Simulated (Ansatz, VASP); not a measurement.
# Ga: VASP beside Ansatz, part 2 of 2

Aim: how closely do two programs agree when they are given the same cell, functional and k mesh? The two relaxations start from unlike cells of this crystal (the structure described is Ansatz's start), so only their ends are compared.

VASP 6.6.1 and Ansatz 0.2.0.

So far: The structure; VASP: relaxation of cell and atoms, LDA, spin-orbit coupling.

## Step 3: Ansatz: relaxation of cell and atoms, LDA, spin-orbit coupling

Level of this step: Ansatz beside VASP: Kohn-Sham DFT, plane waves, LDA, spin-orbit coupling (Ansatz).

Ansatz runs on its fully relativistic PAW (standard-fr) files.

Its own start cell and the same functional (in two slightly different forms), mesh and smearing now go to Ansatz.

input.yaml

```yaml
crystal:
  lattice:
    - [2.25535, -3.8224, 0.0]
    - [2.25535, 3.8224, 0.0]
    - [0.0, 0.0, 4.5167]
  atoms:
    - { symbol: Ga, position: [0.8475, 0.1525, 0.9215] }
    - { symbol: Ga, position: [0.3475, 0.6525, 0.5785] }
    - { symbol: Ga, position: [0.1525, 0.8475, 0.0785] }
    - { symbol: Ga, position: [0.6525, 0.3475, 0.4215] }
kpoints:
  mp_grid: { grid: [8, 8, 8] }
hamiltonian:
  xc: lda
  pseudopotentials: { kind: paw_fr }
scf:
  occupations: { method: gaussian, width: 0.1 }
output:
  forces: true
  stress: true
  eigenvalues: true
basis:
  ecutwfc: 420.0
magnetization:
  noncollinear: true
  spin_orbit: true
relax:
  adjacent_minimum: "off"
  f_tol: 0.01
  max_steps: 50
  cell: { stress_tol: 0.05 }
```

On the command line:

```
$ ansatz run input.yaml --threads 8 --pin off --max-ram 16384MiB --backend cpu --events-out ev --progress --plain --runs-dir out
```

Numbers of over 12 decimals in the logs are rounded to 6 here.

Log:

```text
The last accepted step is kept in <dir> (removed where the run ends without a failure and the disk answers)
Engine: ansatz 0.2.0, x86_64-unknown-linux-gnu
Pseudopotentials: kind: paw_fr
Pseudopotential: Ga, paw_fr, valence charge 13, recommended cutoff 420 eV (normal), Ga.paw.azcp#standard-fr
Functional definition: SPW92
  exchange = slater_x
  correlation = pw_c
non-collinear run that drives no moment, with spin-orbit: no starting moment large enough to seed its density (crystal.atoms[].spin), no starting occupations that ask for one, no magnetisation constraint and no magnetic field, so the semilocal B_xc is pinned to zero
Crystal: 4 atoms, lattice volume = 77.876 Å³
Basis set: ecut = 420 eV, 1517 PW (Γ)
Bands: 64, of which v1, the nominal top of the filled ones, is band 52 counted from 1 (51 counted from 0)
Symmetry: 8 space group operations + 8 with time reversal
Magnetic group: BNS 64.470 (UNI 568), of the structure as read, at distance tolerance 4.3e-5 Å
k-points: 105 of 512
Projection manifold: j_resolved (fully-relativistic pseudo-atomic orbitals)
Non-local potential: Ga, projectors of the file, l = 0: 2, l = 1: 4, l = 2: 6, l = 3: 2
PAW form: soft (Blöchl's): semilocal exchange-correlation on the pseudo side does not see the compensation charge
PAW frozen core: Ga, regenerated for the run's functional, and the local potential with it (the file was generated under x = pbe(κ = 0.804, μ = 0.219515), c = pbe(β = 0.066725))
PAW one-centre angular grid: Ga, 590 points (default); XC on 64 Gauss nodes
Initial density: superposition of atomic densities (chi_scale 0.1, normalization cell)
Initial wavefunctions: pseudopotential atomic-orbital guess
Functional: x = slater, c = lda
SCF iter   1: F=—  HF=-14828.300236 eV  |F-HF|=—  |Δ(HF+E_count)|=         —  Δρ=2.78e-2  dr2=5.01e-1  dr2_m=0.00e0 (ungated)  ethr=3.10e-3  |M|=0.00e0 ∫|m|=0.00e0 μB  |m|>n=0.0e0 m-floor=0.0e0 τ_xc=0.0e0  β_m=0.30  ⟨swp⟩=5.5  Hψ=13801  notcnv=0  defer=38
preconditioner: auto → Resta (q_TF=auto, 2.551 Å⁻¹)  ε∞=4.8  [insulator: Δε(μ)=0.102 eV  Ē_g=15.642 eV  σ=0.100 eV  W_gap=0.53  n_scr=20 (ndim 8)  ℏωp=30.3 eV  f_vac=0.000  D(μ)=0.68/eV (n_scr^D=0)  ε∞_Penn≈4.8]
spin=Noncollinear: Resta preconditioning applied to the charge; magnetization (m_x, m_y, m_z) channels mix plain (no charge-response kernel on spin).
SCF iter   2: F=—  HF=-14828.195138 eV  |F-HF|=—  |Δ(HF+E_count)|=   1.05e-1  Δρ=2.01e-2  dr2=2.45e-1  dr2_m=0.00e0 (ungated)  ethr=9.63e-4  |M|=0.00e0 ∫|m|=0.00e0 μB  |m|>n=0.0e0 m-floor=0.0e0 τ_xc=0.0e0  β_m=0.52  ⟨swp⟩=3.0  Hψ=6313  notcnv=0  defer=572
SCF iter   3: F=—  HF=-14828.140194 eV  |F-HF|=—  |Δ(HF+E_count)|=   5.49e-2  Δρ=7.31e-3  dr2=3.55e-2  dr2_m=0.00e0 (ungated)  ethr=4.72e-4  |M|=0.00e0 ∫|m|=0.00e0 μB  |m|>n=0.0e0 m-floor=0.0e0 τ_xc=0.0e0  β_m=0.57  ⟨swp⟩=2.0  Hψ=3394  notcnv=0  defer=572
SCF iter   4: F=—  HF=-14828.134691 eV  |F-HF|=—  |Δ(HF+E_count)|=   5.50e-3  Δρ=1.46e-3  dr2=1.62e-3  dr2_m=0.00e0 (ungated)  ethr=6.82e-5  |M|=0.00e0 ∫|m|=0.00e0 μB  |m|>n=0.0e0 m-floor=0.0e0 τ_xc=0.0e0  β_m=0.79  ⟨swp⟩=2.0  Hψ=5816  notcnv=0  defer=572
SCF iter   5: F=—  HF=-14828.134382 eV  |F-HF|=—  |Δ(HF+E_count)|=   3.09e-4  Δρ=2.84e-4  dr2=6.72e-5  dr2_m=0.00e0 (ungated)  ethr=3.11e-6  |M|=0.00e0 ∫|m|=0.00e0 μB  |m|>n=0.0e0 m-floor=0.0e0 τ_xc=0.0e0  β_m=0.85  ⟨swp⟩=2.0  Hψ=3712  notcnv=0  defer=572
SCF iter   6: F=—  HF=-14828.134386 eV  |F-HF|=—  |Δ(HF+E_count)|=   4.60e-6  Δρ=9.22e-5  dr2=8.81e-6  dr2_m=0.00e0 (ungated)  ethr=1.29e-7  |M|=0.00e0 ∫|m|=0.00e0 μB  |m|>n=0.0e0 m-floor=0.0e0 τ_xc=0.0e0  β_m=0.93  ⟨swp⟩=2.3  Hψ=3834  notcnv=0  defer=572
SCF iter   7: F=—  HF=-14828.134387 eV  |F-HF|=—  |Δ(HF+E_count)|=   9.88e-7  Δρ=1.42e-5  dr2=1.59e-7  dr2_m=0.00e0 (ungated)  ethr=1.69e-8  |M|=0.00e0 ∫|m|=0.00e0 μB  |m|>n=0.0e0 m-floor=0.0e0 τ_xc=0.0e0  β_m=0.96  ⟨swp⟩=2.0  Hψ=5552  notcnv=0  defer=572
SCF iter   8: F=-14828.134387 eV  HF=-14828.134387 eV  |F-HF|=9.80e-10  |Δ(HF+E_count)|=   9.91e-8  Δρ=3.51e-6  dr2=7.24e-9  dr2_m=0.00e0 (ungated)  ethr=1.92e-10  |M|=0.00e0 ∫|m|=0.00e0 μB  |m|>n=0.0e0 m-floor=0.0e0 τ_xc=0.0e0  ⟨swp⟩=8.6  Hψ=12407  notcnv=0
SCF 1 converged in 8 iterations: F = -14828.134387 eV  dr2 = 7.24e-9
  greatest PAW one-centre occupation: 0.994 electrons in one spin orbital (limit 2), on the Ga atom at site 3 (counted from 0), in its partial waves of l = 2
relax step   1: F+E_penalty+E_count = -14828.13438727 eV  Δ(F+E_penalty+E_count) = +0.000e0 eV  max|allowed force component| = 4.229e-1 eV/Å  Δτ_max = 0.0000 Å  P = -3.312 GPa  Ω = 77.876 Å³  (8 SCF iters, dr2 threshold 1.00e-7 eV, accepted)
[...]
relax step   5: F+E_penalty+E_count = -14828.21326845 eV  Δ(F+E_penalty+E_count) = -6.512e-5 eV  max|allowed force component| = 5.293e-3 eV/Å  Δτ_max = 0.0039 Å  P = -0.001 GPa  Ω = 73.349 Å³  energy of the carried Pulay correction = +7.715e-4 eV  (5 SCF iters, dr2 threshold 1.42e-8 eV, accepted)
[...]
relax step   6: F+E_penalty+E_count = -14828.21250643 eV  Δ(F+E_penalty+E_count) = +7.620e-4 eV  max|allowed force component| = 5.225e-3 eV/Å  Δτ_max = 0.0000 Å  P = -0.001 GPa  Ω = 73.349 Å³  stress off target by 3.94e-2 GPa  SCF on the basis re-selected at this cell (its energy is not comparable with the rows above)  (7 SCF iters)
basis re-selected at this cell: Δ(F+E_penalty+E_count) = +7.620e-4 eV, ΔP = -0.000 GPa vs the last step (what re-selecting the basis moved, of the pressure what is left beyond the Pulay correction that the steps carried, after the strain that the cell walked since its last selection, with what the two solves' SCF thresholds leave and, on support functions, any second-order correction that the steps lacked; it is no measure of the basis error at this ecutwfc). The dense FFT grid was sized anew with the basis: this SCF ran on 30×30×30 points, the steps before it on 30×30×32, so part of this shift can come from that change (see relax.cell in the input reference). [rest of the remark cut]
SCF converged after 7 iterations
Magnetization: |M| = 0.0000 μB,  M = (+0.0000, +0.0000, +0.0000) μB
Absolute magnetization: 0.0000 μB (∫|m|)
  site 0: m = (+0.0000, +0.0000, +0.0000) μB, |m| = 0.0000 μB  (R = 1.01 Å)
  site 1: m = (+0.0000, +0.0000, +0.0000) μB, |m| = 0.0000 μB  (R = 1.01 Å)
  site 2: m = (+0.0000, +0.0000, +0.0000) μB, |m| = 0.0000 μB  (R = 1.01 Å)
  site 3: m = (+0.0000, +0.0000, +0.0000) μB, |m| = 0.0000 μB  (R = 1.01 Å)
Free energy (F): -14828.212506 eV
Harris-Foulkes:  -14828.212506 eV  (|F-HF|=3.64e-12)
Internal energy: -14828.209546 eV  (E = F + TS)
E sigma→0 (E₀):  -14828.211026 eV
Entropy (-TS):   -0.002961 eV (-0.740 meV/atom)
Fermi energy:    9.533700 eV
--- Per-component energies (eV) ---
  E_band       = -160.879715
  E_kinetic    = 466.213841
  E_local      = -7428.627875  (includes V_loc(G=0)·N_el)
  E_nonlocal   = 1698.657590
  E_hartree    = 3489.752227
  E_xc         = -278.482422
  E_vxc        = -238.128845  (∫ρ·V_xc dr)
  E_paw        = -7641.908580  (= ΣΔE_a)
  E_vpaw       = -1638.498392  (= ΣTr[D̂ρ^β])
  E_aug_tail   = -0.000485  (compensation charges beyond the density's cutoff)
  E_ewald      = -5140.749397
  E_core_change = 6.935555  (= ΣΔE_core)
  E_smearing   = -0.002961  (= −TS)
  E_closure    = 0.000000  (closes the sum)
  Σ components = -14828.212506   (vs F -14828.212506, Δ=0.00e0)
--- Forces (eV/Å), atoms counted from 1 ---
  atom   1  Ga     0.00000000    -0.00522498    -0.00052326
  atom   2  Ga     0.00000000    -0.00522498     0.00052326
  atom   3  Ga     0.00000000     0.00522498     0.00052326
  atom   4  Ga     0.00000000     0.00522498    -0.00052326
  max |Σ_I F_I| component: 0.00e0 eV/Å
--- Stress (GPa, compression-positive) ---
       -0.012688       0.000000       0.000000
        0.000000       0.039449       0.000000
        0.000000       0.000000      -0.029220
  P = ⅓ Tr σ = -0.0008 GPa (-0.008 kbar)
--- Band table (eV; the first three rows and the last of 105) ---
  k-point 0: bands = [... 48 lower, 7.9149, 7.9149, 8.7984, 8.7984, 10.4794, 10.4794, 10.6104, 10.6104, ... 8 higher]
  k-point 1: bands = [... 48 lower, 8.0226, 8.0226, 8.8834, 8.8834, 10.3668, 10.3668, 10.6438, 10.6438, ... 8 higher]
  k-point 2: bands = [... 48 lower, 8.5162, 8.5162, 9.1175, 9.1175, 10.3753, 10.3753, 10.6103, 10.6103, ... 8 higher]
  k-point 104: bands = [... 48 lower, 8.1719, 8.1719, 8.1719, 8.1719, 8.5973, 8.5973, 8.5973, 8.5973, ... 8 higher]
--- Relaxed structure (5 steps of the walk, 5 accepted, 1 SCFs on fresh bases) ---
  F+E_penalty+E_count = -14828.21250643 eV   max|allowed force component| = 5.225e-3 eV/Å   (the final SCF, on the basis selected at the relaxed cell)
  cell:  # Å, volume = 73.3491 Å³
    - [2.208311, -3.737159, 0.0]
    - [2.208311, 3.737159, 0.0]
    - [0.0, 0.0, 4.443890]
  atoms:
    - { symbol: Ga, position: [0.844133, 0.155867, 0.914706] }
    - { symbol: Ga, position: [0.344133, 0.655867, 0.585294] }
    - { symbol: Ga, position: [0.155867, 0.844133, 0.085294] }
    - { symbol: Ga, position: [0.655867, 0.344133, 0.414706] }
```

In the SCF lines HF is the Harris–Foulkes energy and dr2 the Hartree energy of the density residual, in eV; the loop may stop once dr2 is under the threshold and the program's other checks hold. Hψ counts applications of the Hamiltonian.

## Step 4: Side by side

Known differences besides the potentials themselves: spin-orbit coupling enters by fully relativistic files in Ansatz and inside the spheres in VASP; the two LDA forms differ slightly; the cutoff is 420 eV in Ansatz and 500 eV in VASP; VASP's log shows a relativistic correction to its local exchange, Ansatz's none; Ansatz adds a Pulay correction to the stress that steers its cell, VASP none. Total energies have different zeros and are not compared.

Both answers:

```
                                         quantity  Ansatz   VASP  difference
                                      volume (Å³)   73.35  73.57     -0.30 %
edge a after relaxation, in the typed setting (Å)   4.341  4.347     -0.14 %
edge c after relaxation, in the typed setting (Å)   4.444  4.446     -0.05 %
```

## Step 5: What came out

```
difference in volume (relaxation of cell and atoms, LDA, spin-orbit coupling) : -0.30 %
```

**Reading.** The difference in volume is -0.30 % (relaxation of cell and atoms, LDA, spin-orbit coupling), within the 1.2 % picked in this series as the mark of a large difference, as far as the stopping tolerances let one tell. How closely two codes agree says nothing of how well the functional describes the real material.

[Lines on the potential files, build, host, timing and source positions are cut from VASP's logs without a mark.]

[Logs are printed without paths, hosts, clocks, repeated set-up lines and the standing remarks that a program may print on its own settings, such as how far it seeks lower states.]

[Hosts, paths, dates, database ids (printed as entryN), source tags and the programs' standing remarks are cut or masked in the printed files.]
